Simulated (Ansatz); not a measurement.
## GaN under changes of volume

One of the cells (11.444 Å³/atom); the others are scaled copies at fixed shape and fractional positions:

```
Ga N
1.0
     0.00000    2.25350    2.25350
     2.25350    0.00000    2.25350
     2.25350    2.25350    0.00000
Ga N
1 1
Direct
  0.00000 0.00000 0.00000
  0.25000 0.25000 0.25000
```

The cell is a database's computed one.

- Program: Ansatz 0.2.0
- Functional: r2SCAN
- Dispersion: D3(BJ)
- Potentials or basis: Ansatz PAW
- Cutoff: 500 eV (not typed: the program's choice for these potentials)
- k mesh: 10 × 10 × 10
- Occupations: fermi-dirac, width 0.05 eV
- Spin: no spin polarisation

```tsv
volume (Å³/atom)	energy over the lowest point (meV/atom)	pressure (GPa)	gap on the mesh (eV)
10.757	16.02	10.4	2.54
10.986	4.67	5.5	2.40
11.215	0.00	1.1	2.26
11.444	1.32	-2.9	2.13
11.673	?	?	?
11.902	19.55	-9.6	1.86
12.131	35.39	-12.5	1.74
```

Q: What does the run at 11.673 Å³/atom give?

A: Energy over the lowest point 8.02 meV/atom; pressure -6.4 GPa; gap on the mesh 1.99 eV.

Worked out: A Birch-Murnaghan fit of order 3 (a polynomial in V^(-2/3)) to the other rows has its minimum at 11.28 Å³/atom with B0 = V·E''(V) = 200 GPa and B' = 4.4. It gives 8.02 meV/atom at 11.673 Å³/atom, against the run's 8.02, and -dE/dV = -6.4 GPa, against -6.4. A straight line through the other rows of the gap, of slope -6.68 eV per unit of ln V (its deformation potential), gives 1.99 eV, against the run's 1.99.

Energies are extrapolated to zero smearing.

Caveats: the PAW data sets come from PBE, with cores solved anew for the run's functional, which leaves a small shift of forces and pressure; the dispersion damping was fitted for another functional or another form of the correction.

Spin-orbit coupling on Ga is left out.
